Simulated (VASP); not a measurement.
Crystal: CdTe.

```
Te Cd
1.0
     0.00000    3.20500    3.20500
     3.20500    0.00000    3.20500
     3.20500    3.20500    0.00000
Te Cd
1 1
Cartesian
  4.8075 4.8075 4.8075
  0.0000 0.0000 0.0000
```

Base run:

| Quantity | Value |
| --- | --- |
| Program | VASP 6.6.1 |
| Functional | TB-mBJ |
| Potentials or basis | VASP PAW PBE potentials, release 54 (Te, Cd) |
| Cutoff | 520 eV |
| k mesh | 7 × 7 × 7 |
| Occupations | gaussian, width 0.05 eV |
| Spin | no spin polarisation |

Its results: band gap on the k mesh 1.92 eV, direct.

**Question.** The run is repeated on the same cell with these changes: functional from TB-mBJ to PBE; further incar settings from ALGO = Normal; EDIFF = 1e-07; NBANDS = 16 to ALGO = Normal; EDIFF = 1e-07. What comes out?

**Answer.** Band gap on the k mesh 0.87 eV, direct.

Caveats: spin-orbit coupling is left out, which moves the levels of the heavy elements.

